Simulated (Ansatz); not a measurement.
# Structure relaxation of V

Method: Ansatz, DFT PBE, scalar-relativistic, plane waves, PAW. Cutoff 420 eV, Γ-centred k mesh, Gaussian smearing, collinear spin, first started from parallel moments.

The start puts V on the omega structure type (P6/mmm, No. 191), at a guessed volume.

```xyz
3
Lattice="4.4992 0.0000 0.0000 -2.2496 3.8964 0.0000 0.0000 0.0000 2.7582" Properties=species:S:1:pos:R:3 pbc="T T T"
V     0.0000    0.0000    0.0000
V     0.0000    2.5976    1.3791
V     2.2496    1.2988    1.3791
```

Steps on the 6×6×6 mesh (3 atoms). 6 of 7 steps are shown, and the free energy counts from the last. Trial steps that were taken back and renewals of the plane-wave basis can be among the rows.

| step | ΔF (meV/atom) | V (Å³/atom) | P (GPa) |
| --- | --- | --- | --- |
| 1 | 269.0 | 16.12 | -18.32 |
| 2 | 98.5 | 14.71 | -10.75 |
| 3 | 16.7 | 13.86 | -2.52 |
| 4 | 1.4 | 13.43 | 3.10 |
| 5 | -1.0 | 13.64 | 0.11 |
| 7 | 0.0 | 13.66 | 0.01 |

A final relaxation ran on a 12×12×18 mesh. The relaxed crystal, P6/mmm (No. 191):

```
V
1.0
     4.45349    0.00000    0.00000
    -2.22675    3.85684    0.00000
     0.00000    0.00000    2.38490
V
3
Direct
  0.00000 0.00000 0.00000
  0.33333 0.66667 0.50000
  0.66667 0.33333 0.50000
```

```yaml
Volume_per_atom: 13.65 Å³
Density: 6.19 g/cm³
Energy_over_the_standard_structure: 0.13 eV/atom
Gap_on_the_12×12×18_mesh: 0 eV (a metal)
Net_moment_per_atom: 0.00 μB
Largest_site_moment: 0.00 μB
```

Energies count from the standard state of V at the same level.

The final run used a 12×12×18 mesh on its 3-atom cell and 0.10 eV smearing. For metals, differences of a few meV/atom aren't resolved.

A structure relaxed within its symmetry needn't be a true minimum.